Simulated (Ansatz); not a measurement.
TaN in Ansatz: the effect of target pressure

Crystal: TaN.

```
Ta N
1.0
     0.00000    2.21132    2.21132
     2.21132    0.00000    2.21132
     2.21132    2.21132    0.00000
Ta N
1 1
Direct
  0.50000 0.50000 0.50000
  0.00000 0.00000 0.00000
```

The cell comes from a database or a generator and needn't be the stable form of this composition.

Alike in all runs:

| Item | Value |
| --- | --- |
| Program | Ansatz 0.2.0 |
| Task | relaxation of cell and atoms |
| Functional | PBEsol |
| Potentials or basis | Ansatz PAW |
| Cutoff | 420 eV (not typed: the program's choice for these potentials) |
| k mesh | 10 × 10 × 10 |
| Occupations | fermi-dirac, width 0.05 eV |
| Spin | no spin polarisation |

Each run relaxes the cell or the atoms first.

```csv
target pressure,relaxed volume (Å³/atom)
0 GPa,10.47
2 GPa,10.41
5 GPa,10.33
10 GPa,?
20 GPa,9.96
30 GPa,9.74
```

Problem. What does the run with target pressure 10 GPa give?

Solution. Relaxed volume 10.20 Å³/atom.

Worked out: In Murnaghan's law V^(-B') rises as a straight line in P. The other rows fit best with B' = 3.2, V0 = 10.47 Å³/atom and B0 = 370 GPa, which gives 10.20 Å³/atom at 10 GPa, against the run's 10.20.

Caveats: the plane-wave basis is chosen anew once the cell has moved, so the energies of steps on either side of that aren't comparable; the PAW data sets come from PBE, with cores solved anew for the run's functional, which leaves a small shift of forces and pressure.
